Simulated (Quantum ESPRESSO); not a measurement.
# SiNi (Pmmn) in Quantum ESPRESSO: reference runs

Reference runs on SiNi: the cell as given and a disturbed copy.

Program: Quantum ESPRESSO 7.5. These are calculated values, not measurements. Logs are shortened: lines on timing, memory, paths and dates and some standing lists are left out, and cuts for length are marked.

## Step 1: The crystal as given

Symmetry: Pmmn, No. 59, orthorhombic system. The conventional cell has a = 2.943 Å, b = 3.280 Å, c = 4.677 Å, α = 90.00°, β = 90.00°, γ = 90.00°. Around Ni (site symmetry mm2) lie 6 Si at 2.34 to 2.37 Å and 4 Ni at 2.65 Å. Around Si (site symmetry mm2) lie 6 Ni at 2.34 to 2.37 Å and 4 Si at 2.65 Å.

The cell is a database's computed one.

## Step 2: Single point, PBE, collinear spin, ferromagnetic start

File pw.in:

```
&CONTROL
  calculation = 'scf'
  prefix = 'pwscf'
  outdir = './tmp'
  pseudo_dir = './pseudo'
  tprnfor = .true.
  tstress = .true.
  disk_io = 'nowf'
/
&SYSTEM
  ibrav = 0
  nat = 4
  ntyp = 2
  ecutwfc = 55
  ecutrho = 440
  nbnd = 34
  occupations = 'smearing'
  smearing = 'fd'
  degauss = 0.00367493
  nspin = 2
  starting_magnetization(1) = 0.0556
  starting_magnetization(2) = 0
/
&ELECTRONS
  conv_thr = 8d-10
  electron_maxstep = 120
  mixing_beta = 0.3
/
ATOMIC_SPECIES
Ni    58.6934 ni_pbe_v1.4.uspp.F.UPF
Si    28.0850 Si.pbe-n-rrkjus_psl.1.0.0.UPF
CELL_PARAMETERS angstrom
   2.9427706600    0.0000000000    0.0000000000
   0.0000000000    3.2803255400    0.0000000000
   0.0000000000    0.0000000000    4.6774467600
ATOMIC_POSITIONS crystal
Ni     0.5000000000    0.5000000000    0.3424955900
Ni     0.0000000000    0.0000000000    0.6575044100
Si     0.5000000000    0.5000000000    0.8431431600
Si     0.0000000000    0.0000000000    0.1568568400
K_POINTS automatic
9 8 6 0 0 0
```

Potentials or basis: SSSP 1.3 efficiency PBE.

Started as:

```bash
> OMP_NUM_THREADS=1 mpirun -n 2 pw.x -nk 2 -in pw.in > pw.out
```

pw.out:

```text
This program is part of the open-source Quantum ESPRESSO suite
     for quantum simulation of materials; please cite
[... 6 lines left out ...]
     using ibrav=0 with symmetry is DISCOURAGED, use correct ibrav instead

     K-points division:     npool     =       2
     Subspace diagonalization in iterative solution of the eigenvalue problem:
     a serial algorithm will be used

     G-vector sticks info
     --------------------
     sticks:   dense  smooth     PW     G-vecs:    dense   smooth      PW
     Sum        1209     603    187                47575    16815    2849

     Using Slab Decomposition

     bravais-lattice index     =            0
     lattice parameter (alat)  =       5.5610  a.u.
     unit-cell volume          =     304.7045 (a.u.)^3
     number of atoms/cell      =            4
     number of atomic types    =            2
     number of electrons       =        44.00
     number of Kohn-Sham states=           34
     kinetic-energy cutoff     =      55.0000  Ry
     charge density cutoff     =     440.0000  Ry
     scf convergence threshold =      8.0E-10
     mixing beta               =       0.3000
     number of iterations used =            8  plain     mixing
     Exchange-correlation= PBE
                           (   1   4   3   4   0   0   0)

     celldm(1)=   5.561031  celldm(2)=   0.000000  celldm(3)=   0.000000
     celldm(4)=   0.000000  celldm(5)=   0.000000  celldm(6)=   0.000000

     crystal axes: (cart. coord. in units of alat)
               a(1) = (   1.000000   0.000000   0.000000 )
               a(2) = (   0.000000   1.114706   0.000000 )
               a(3) = (   0.000000   0.000000   1.589470 )

     reciprocal axes: (cart. coord. in units 2 pi/alat)
               b(1) = (  1.000000  0.000000  0.000000 )
               b(2) = (  0.000000  0.897097  0.000000 )
               b(3) = (  0.000000  0.000000  0.629140 )

     PseudoPot. # 1 for Ni read from file:
     ni_pbe_v1.4.uspp.F.UPF
     Pseudo is Ultrasoft + core correction, Zval = 18.0
     Generated by new atomic code, or converted to UPF format
     Using radial grid of  865 points,  6 beta functions with:
                l(1) =   0
                l(2) =   0
                l(3) =   1
                l(4) =   1
                l(5) =   2
                l(6) =   2
     Q(r) pseudized with 10 coefficients,  rinner =    0.980   0.980   0.980
                                                       0.980   0.980

     PseudoPot. # 2 for Si read from file:
     Si.pbe-n-rrkjus_psl.1.0.0.UPF
     Pseudo is Ultrasoft + core correction, Zval =  4.0
     Generated using "atomic" code by A. Dal Corso  v.5.1
     Using radial grid of 1141 points,  6 beta functions with:
                l(1) =   0
                l(2) =   0
                l(3) =   1
                l(4) =   1
                l(5) =   2
                l(6) =   2
     Q(r) pseudized with 0 coefficients

     atomic species   valence    mass     pseudopotential
     Ni               18.00    58.69340     Ni( 1.00)
     Si                4.00    28.08500     Si( 1.00)

     Starting magnetic structure
     atomic species   magnetization
     Ni              0.056
     Si              0.000

      8 Sym. Ops., with inversion, found ( 4 have fractional translation)

   Cartesian axes

     site n.     atom                  positions (alat units)
         1        Ni     tau(   1) = (   0.5000000   0.5573532   0.5443866  )
         2        Ni     tau(   2) = (   0.0000000   0.0000000   1.0450838  )
         3        Si     tau(   3) = (   0.5000000   0.5573532   1.3401511  )
         4        Si     tau(   4) = (   0.0000000   0.0000000   0.2493193  )

     number of k points=   100  Fermi-Dirac smearing, width (Ry)=  0.0037

     Number of k-points >= 100: set verbosity='high' to print them.

     Dense  grid:    47575 G-vectors     FFT dimensions: (  40,  48,  60)

     Smooth grid:    16815 G-vectors     FFT dimensions: (  30,  30,  45)

     Check: negative core charge=   -0.000007
     Generating pointlists ...
     new r_m :   0.3274 (alat units)  1.8207 (a.u.) for type    1
     new r_m :   0.3274 (alat units)  1.8207 (a.u.) for type    2

     Initial potential from superposition of free atoms

     starting charge      39.9989, renormalised to      44.0000
     Starting wfcs are   34 randomized atomic wfcs

     Self-consistent Calculation

     iteration #  1     ecut=    55.00 Ry     beta= 0.30
     Davidson diagonalization with overlap
     ethr =  1.00E-02,  avg # of iterations =  6.1

     total energy              =    -675.87628431 Ry
     estimated scf accuracy    <     108.42011089 Ry

     total magnetization       =     0.18 Bohr mag/cell
     absolute magnetization    =     0.24 Bohr mag/cell

     iteration #  2     ecut=    55.00 Ry     beta= 0.30
     Davidson diagonalization with overlap
     ethr =  1.00E-02,  avg # of iterations =  3.0

     total energy              =    -708.31336446 Ry
     estimated scf accuracy    <      38.33866208 Ry

     total magnetization       =     0.08 Bohr mag/cell
     absolute magnetization    =     0.10 Bohr mag/cell

     iteration #  3     ecut=    55.00 Ry     beta= 0.30
     Davidson diagonalization with overlap
     ethr =  1.00E-02,  avg # of iterations =  2.0

     total energy              =    -708.56750027 Ry
     estimated scf accuracy    <       6.41430864 Ry

     total magnetization       =     0.10 Bohr mag/cell
     absolute magnetization    =     0.14 Bohr mag/cell

     iteration #  4     ecut=    55.00 Ry     beta= 0.30
     Davidson diagonalization with overlap
     ethr =  1.00E-02,  avg # of iterations =  2.0

     total energy              =    -709.18588192 Ry
     estimated scf accuracy    <       0.68610103 Ry

     total magnetization       =     0.15 Bohr mag/cell
     absolute magnetization    =     0.37 Bohr mag/cell

     iteration #  5     ecut=    55.00 Ry     beta= 0.30
     Davidson diagonalization with overlap
     ethr =  1.56E-03,  avg # of iterations =  2.4

     total energy              =    -709.39680322 Ry
     estimated scf accuracy    <       3.28085069 Ry

     total magnetization       =     0.02 Bohr mag/cell
     absolute magnetization    =     0.10 Bohr mag/cell

     iteration #  6     ecut=    55.00 Ry     beta= 0.30
     Davidson diagonalization with overlap
     ethr =  1.56E-03,  avg # of iterations =  2.0

     total energy              =    -709.47624330 Ry
     estimated scf accuracy    <       0.43281823 Ry

     total magnetization       =     0.07 Bohr mag/cell
     absolute magnetization    =     0.18 Bohr mag/cell

     iteration #  7     ecut=    55.00 Ry     beta= 0.30
     Davidson diagonalization with overlap
     ethr =  9.84E-04,  avg # of iterations =  1.3

     total energy              =    -709.52755694 Ry
     estimated scf accuracy    <       0.00783573 Ry

     total magnetization       =     0.03 Bohr mag/cell
     absolute magnetization    =     0.12 Bohr mag/cell

     iteration #  8     ecut=    55.00 Ry     beta= 0.30
     Davidson diagonalization with overlap
     ethr =  1.78E-05,  avg # of iterations =  5.2

     total energy              =    -709.52579110 Ry
     estimated scf accuracy    <       0.01140658 Ry

     total magnetization       =     0.03 Bohr mag/cell
     absolute magnetization    =     0.09 Bohr mag/cell

     iteration #  9     ecut=    55.00 Ry     beta= 0.30
     Davidson diagonalization with overlap
     ethr =  1.78E-05,  avg # of iterations =  2.0

     total energy              =    -709.52706746 Ry
     estimated scf accuracy    <       0.00089351 Ry

     total magnetization       =     0.01 Bohr mag/cell
     absolute magnetization    =     0.03 Bohr mag/cell

     iteration # 10     ecut=    55.00 Ry     beta= 0.30
     Davidson diagonalization with overlap
     ethr =  2.03E-06,  avg # of iterations =  1.8

     total energy              =    -709.52702364 Ry
     estimated scf accuracy    <       0.00066645 Ry

     total magnetization       =     0.00 Bohr mag/cell
     absolute magnetization    =     0.02 Bohr mag/cell

     iteration # 11     ecut=    55.00 Ry     beta= 0.30
     Davidson diagonalization with overlap
     ethr =  1.51E-06,  avg # of iterations =  1.9

     total energy              =    -709.52711066 Ry
     estimated scf accuracy    <       0.00009143 Ry

     total magnetization       =     0.00 Bohr mag/cell
     absolute magnetization    =     0.01 Bohr mag/cell

     iteration # 12     ecut=    55.00 Ry     beta= 0.30
     Davidson diagonalization with overlap
     ethr =  2.08E-07,  avg # of iterations =  1.1

     total energy              =    -709.52712356 Ry
     estimated scf accuracy    <       0.00000104 Ry

     total magnetization       =     0.00 Bohr mag/cell
     absolute magnetization    =     0.00 Bohr mag/cell

     iteration # 13     ecut=    55.00 Ry     beta= 0.30
     Davidson diagonalization with overlap
     ethr =  2.36E-09,  avg # of iterations =  2.0

     total energy              =    -709.52712386 Ry
     estimated scf accuracy    <       0.00000046 Ry

     total magnetization       =     0.00 Bohr mag/cell
     absolute magnetization    =     0.00 Bohr mag/cell

     iteration # 14     ecut=    55.00 Ry     beta= 0.30
     Davidson diagonalization with overlap
     ethr =  1.03E-09,  avg # of iterations =  1.3

     total energy              =    -709.52712390 Ry
     estimated scf accuracy    <       0.00000013 Ry

     total magnetization       =     0.00 Bohr mag/cell
     absolute magnetization    =     0.00 Bohr mag/cell

     iteration # 15     ecut=    55.00 Ry     beta= 0.30
     Davidson diagonalization with overlap
     ethr =  3.04E-10,  avg # of iterations =  1.1

     total energy              =    -709.52712391 Ry
     estimated scf accuracy    <          6.4E-09 Ry

     total magnetization       =     0.00 Bohr mag/cell
     absolute magnetization    =     0.00 Bohr mag/cell

     iteration # 16     ecut=    55.00 Ry     beta= 0.30
     Davidson diagonalization with overlap
     ethr =  1.46E-11,  avg # of iterations =  2.2

     Magnetic moment per site  (integrated on atomic sphere of radius R)
     atom   1 (R=0.327)  charge= 16.4884  magn=  0.0000
     atom   2 (R=0.327)  charge= 16.4884  magn=  0.0000
     atom   3 (R=0.327)  charge=  1.8157  magn=  0.0000
     atom   4 (R=0.327)  charge=  1.8157  magn=  0.0000

     End of self-consistent calculation

     Number of k-points >= 100: set verbosity='high' to print the bands.

     the Fermi energy is    16.2009 ev

!    total energy              =    -709.52712392 Ry
     estimated scf accuracy    <          8.2E-11 Ry
     smearing contrib. (-TS)   =      -0.00060003 Ry
     internal energy E=F+TS    =    -709.52652389 Ry

     The total energy is F=E-TS. E is the sum of the following terms:
     one-electron contribution =    -519.55330512 Ry
     hartree contribution      =     286.03388647 Ry
     xc contribution           =     -83.88782364 Ry
     ewald contribution        =    -392.11928159 Ry

     total magnetization       =     0.00 Bohr mag/cell
     absolute magnetization    =     0.00 Bohr mag/cell

     convergence has been achieved in  16 iterations

     Forces acting on atoms (cartesian axes, Ry/au):

     atom    1 type  1   force =     0.00000000    0.00000000    0.00282753
     atom    2 type  1   force =     0.00000000    0.00000000   -0.00282753
     atom    3 type  2   force =     0.00000000    0.00000000    0.00138541
     atom    4 type  2   force =     0.00000000    0.00000000   -0.00138541

     Total force =     0.004453     Total SCF correction =     0.000011

     Computing stress (Cartesian axis) and pressure

          total   stress  (Ry/bohr**3)                   (kbar)     P=       69.38
   0.00045833   0.00000000   0.00000000           67.42        0.00        0.00
   0.00000000   0.00049395   0.00000000            0.00       72.66        0.00
   0.00000000   0.00000000   0.00046255            0.00        0.00       68.04

=------------------------------------------------------------------------------=
   JOB DONE.
=------------------------------------------------------------------------------=
```

Run time: 2.7 min. Hardware: 2 MPI ranks of Arm Neoverse V2, shared host; peak memory 0.5 GiB.

Results:

```
Free energy                                           : -9653.6083 eV
Pressure                                              : 6.9 GPa
Largest force                                         : 0.073 eV/Å
Band gap on the k mesh                                : none (metal or under the smearing width)
Net moment                                            : 0.00 μB per cell
Absolute moment                                       : 0.00 μB per cell
Valence electrons inside the program's atomic spheres : Ni 16.49; Si 1.82
```

Forces on the atoms (eV/Å):
```
Ni   0.000  0.000  0.073
Ni   0.000  0.000 -0.073
Si   0.000  0.000  0.036
Si   0.000  0.000 -0.036
```

Stress tensor (GPa, compression positive):
```
6.74 0.00 0.00
0.00 7.27 0.00
0.00 0.00 6.80
```

[end of part 1 of 2]
